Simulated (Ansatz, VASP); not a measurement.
One calculation of Os, two programs

The input INCAR:

```
SYSTEM = Os
PREC     = Accurate       ! precision mode
ENCUT    = 520            ! plane-wave cutoff, eV
EDIFF    = 1E-7           ! SCF threshold, eV
ISMEAR   = -1             ! smearing method
SIGMA    = 0.05           ! smearing width, eV
LREAL    = .FALSE.        ! projectors in reciprocal space
LASPH    = .TRUE.         ! aspherical terms in the spheres
NELM     = 80             ! most SCF steps
ALGO     = Normal         ! electronic algorithm
ISIF     = 2              ! what is computed and relaxed
LWAVE    = .FALSE.        ! write WAVECAR
LCHARG   = .TRUE.         ! write CHGCAR
GGA      = PE             ! functional
LELF     = .TRUE.         ! ELF
LVHAR    = .TRUE.       
NBANDS   = 10             ! bands
```

KPOINTS

```
regular mesh
0
G
  16 16 15
  0 0 0
```

File POSCAR:

```
Os
1.0
    2.2378676953      0.0000000000      0.0000000000
   -1.1189338477      1.9380502744      0.0000000000
    0.0000000000      0.0000000000      2.1109464564
Os
1
Direct
    0.0000000000      0.0000000000      0.0000000000
```

Input for Ansatz:

```yaml
crystal:
  lattice:
    - [2.2378676953, 0.0, 0.0]
    - [-1.1189338477, 1.9380502744, 0.0]
    - [0.0, 0.0, 2.1109464564]
  atoms:
    - { symbol: Os, position: [0.0, 0.0, 0.0] }
kpoints:
  mp_grid: { grid: [16, 16, 15] }
  band_path:
    path:
      - [0.0, 0.0, 0.0]
      - [0.5, 0.0, 0.0]
      - [0.3333333333, 0.3333333333, 0.0]
      - [0.0, 0.0, 0.0]
      - [0.0, 0.0, 0.5]
      - [0.5, 0.0, 0.5]
      - [0.3333333333, 0.3333333333, 0.5]
      - [0.0, 0.0, 0.5]
      - [0.5, 0.0, 0.5]
    npoints: 8
scf:
  occupations: { method: fermi_dirac, width: 0.05 }
hamiltonian:
  xc: pbe
  pseudopotentials: { kind: paw }
output:
  forces: true
  stress: true
  eigenvalues: true
  populations: true
  dos: { projected: true, de: 0.2, e_range: [-14, 8] }
```

Change from the starting cell: volume scaled by 0.58, PAW files.

Alike in both runs: task single point; functional PBE; k mesh 16 × 16 × 15; occupations fermi-dirac, width 0.05 eV; no spin polarisation.

```csv
,VASP,Ansatz
version,VASP 6.6.1,Ansatz 0.2.0
potentials or method,"VASP PAW PBE potentials, release 64 (Os)","PAW with Ansatz's default frozen-core files, scalar-relativistic"
plane-wave cutoff (eV),520,420
valence electrons in the cell,8,16
```

|  | VASP | Ansatz | Ansatz less VASP |
| --- | --- | --- | --- |
| pressure (GPa) | 580.7 | 567.7 | -13.06 |
| largest component of the traceless stress (GPa) | 17.33 | 0.19 | -17.142 |

The two sets of potentials don't hold the same shells in valence.

Caveats: the cell as given lies far from equilibrium; so large a pressure means that the cell lies far from this level's equilibrium, or that cutoff or potentials fall short (VASP). The runs have no spin-orbit coupling, so splittings on Os are missing.
